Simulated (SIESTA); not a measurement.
Crystal: Bi.

```
Bi
1.0
    -1.98143    1.98143    1.98143
     1.98143   -1.98143    1.98143
     1.98143    1.98143   -1.98143
Bi
1
Direct
  0.00000 0.00000 0.00000
```

This isn't the form of Bi at room conditions, which is rhombohedral.

Base run:

- Program: SIESTA 5.4.2
- Functional: PBE
- Potentials or basis: PseudoDojo 0.4 standard (PBE files)
- Basis: TZDP (energy shift 0.002 Ry)
- Grid cutoff: 500 Ry
- Energy shift: 0.002 Ry
- k mesh: 9 × 9 × 9
- Occupations: fermi-dirac, width 0.05 eV
- Spin: no spin polarisation

Its results: band gap on the k mesh none (metal or under the smearing width); pressure 0.9 GPa.

Question: The run is repeated on the same cell with these changes: basis from TZDP (energy shift 0.002 Ry) to SZ (energy shift 0.002 Ry). What comes out?

Answer: Band gap on the k mesh none (metal or under the smearing width); pressure 7.2 GPa.

Caveats: spin-orbit coupling is left out, which moves the levels of the heavy elements; the basis of atomic orbitals isn't converged, which shifts pressures, moduli and gaps; semicore shells carry a single zeta, which can move pressures by several GPa and volumes by a few percent (some runs); the basis has no polarisation orbitals (some runs).
